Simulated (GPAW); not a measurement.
Input of a GPAW 26.7.0 run:

Contents of run.py:

```python
import json
import numpy as np
from ase.calculators.mixing import SumCalculator
from ase.dft.bandgap import bandgap
from ase.io import read, write
from ase.units import GPa
from dftd3.ase import DFTD3
from gpaw import GPAW, PW, setup_paths

setup_paths.insert(0, '.')

atoms = read('POSCAR')

calc = GPAW(mode=PW(680),
            xc='PBEsol',
            kpts={'size': (5, 5, 5), 'gamma': True},
            occupations={'name': 'fermi-dirac', 'width': 0.01},
            nbands=18,
            convergence={'density': 1e-05, 'energy': 1e-05},
            maxiter=150,
            txt='gpaw.txt')
atoms.calc = SumCalculator([calc, DFTD3(method='pbesol', damping='d3bj')])
energy = atoms.get_potential_energy()
forces = atoms.get_forces()
stress = atoms.get_stress()
calc.write('gs.gpw')
write('result.traj', atoms)
print(f'Energy: {energy:.6f} eV')
print('Forces (eV/A):')
print(forces.round(4))
print('Stress (GPa):', (stress / GPa).round(3))
print('Fermi level:', round(calc.get_fermi_level(), 4), 'eV')
print(f'Gap: {bandgap(calc)[0]:.4f} eV, direct: {bandgap(calc, direct=True)[0]:.4f} eV')

size = (8, 8, 8)
dense = calc.fixed_density(kpts={'size': size, 'gamma': True}, update_fermi_level=True,
                           convergence={'bands': 'CBM+2.0', 'eigenstates': 1e-7}, txt='dense.txt')
ef = dense.get_fermi_level()
index = np.round(dense.get_bz_k_points() * size).astype(int) % size
recip = 2 * np.pi * atoms.cell.reciprocal()
sheets = []
for s, e_kn in enumerate(dense.eigenvalues()):
    for n in range(e_kn.shape[1] - 2):
        if e_kn[:, n].min() < ef < e_kn[:, n].max():
            e = np.empty(size)
            e[tuple(index.T)] = e_kn[dense.get_bz_to_ibz_map(), n] - ef
            de = np.array([(np.roll(e, -1, c) - np.roll(e, 1, c)) * size[c] / 2 for c in range(3)])
            v = np.linalg.norm(np.einsum('vc,cxyz->vxyz', np.linalg.inv(recip), de), axis=0)
            w = np.exp(-(e / 0.1)**2) / (0.1 * np.pi**0.5)
            sheets.append({'spin': s, 'band': n, 'filled': (e < 0).mean(), 'dos': w.mean(), 'bottom': e.min(), 'top': e.max(),
                           'velocity': (w * v).sum() / w.sum() * 1.519267e5, 'slice': e[:, :, 0].round(3).tolist()})
            print(f'spin {s} band {n}: filled share {sheets[-1]["filled"]:.3f}, from {e.min():.3f} to {e.max():.3f} eV,',
                  f'{w.mean():.3f} states/eV, mean velocity {sheets[-1]["velocity"]:.3e} m/s')
print('Fermi level on the dense mesh:', round(ef, 4), 'eV,', len(sheets), 'sheets')
json.dump({'ef': ef, 'sheets': sheets}, open('fermi.json', 'w'))
```

POSCAR

```
HfC
1.0
    0.0000000000      2.3250000000      2.3250000000
    2.3250000000      0.0000000000      2.3250000000
    2.3250000000      2.3250000000      0.0000000000
Hf C
1 1
Direct
    0.5000000000      0.5000000000      0.5000000000
    0.0000000000      0.0000000000      0.0000000000
```

Potentials or basis: PAW data sets generated in the run's folder for this functional, pw.

Run with:

```bash
$ gpaw-setup -f PBEsol C Hf
$ OMP_NUM_THREADS=1 python run.py
```

**Question.** What does it give for the dispersion energy per atom?

**Answer.** -0.364 eV.

**Question.** Estimate the band gap on the k mesh.

**Answer.** None (metal or under the smearing width).

**Question.** Estimate the pressure.

**Answer.** -9.1 GPa.

Caveat: the k mesh is coarse (spacing up to 0.47 Å⁻¹), so the values aren't converged; the cutoff is short for stress and forces, so pressures can be off by a GPa or more; pairwise dispersion overbinds metals, which lowers pressure and volume. Spin-orbit coupling is left out, which matters for the levels of Hf.
